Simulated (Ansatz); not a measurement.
GeTe (alpha-GeTe type, space group R3m)

```
GeTe
1.0
    4.22663     2.44024     7.27983
    0.00000     2.44024     7.27983
    2.11331    -1.22012     7.27983
Ge Te
2 2
Direct
  0.88288   0.23423   0.23423
  0.38288   0.23423   0.23423
  0.61712   0.76577   0.76577
  0.11712   0.76577   0.76577
```

A phonon eigenvector at T = (0.5, 0.5, 0.5) is frozen into this cell: atom i moves by Q times the vector below, so Q is the largest atomic displacement, in Å. The cell is held. (q is in reciprocal vectors of the primitive cell; the cell shown is doubled to hold the pattern.)

```csv
atom,x,y,z
Ge1,0.000,0.000,0.739
Ge2,0.000,0.000,-0.739
Te3,0.000,0.000,1.000
Te4,0.000,0.000,-1.000
```

Computed with PBE (plane waves to 420 eV, PAW, scalar-relativistic; Ansatz, a program for electronic structure). k mesh 10×10×10 (Γ-centred), Fermi-Dirac smearing 0.05 eV. E stands for the smeared free energy. GeTe was relaxed with its symmetry unable to fall. Spin-orbit coupling is left out, though Te is heavy. ΔE is measured from the undisplaced structure.

```tsv
Q (Å)	ΔE (meV/cell)
-0.100	41.5
-0.067	18.4
-0.033	4.6
0.000	0.0
0.033	4.6
0.067	18.4
0.100	41.5
```

Problem. Which DFPT wavenumber at T = (0.5, 0.5, 0.5) belongs to this mode?
A) 141 cm⁻¹
B) 82 cm⁻¹
C) 174 cm⁻¹
D) 60 cm⁻¹

Solution. B, 82 cm⁻¹. The curvature of the scan gives 82 cm⁻¹

(For displaced atoms, the force is minus the slope of the energy, and its curvature is a force constant, which sets phonon frequencies.)
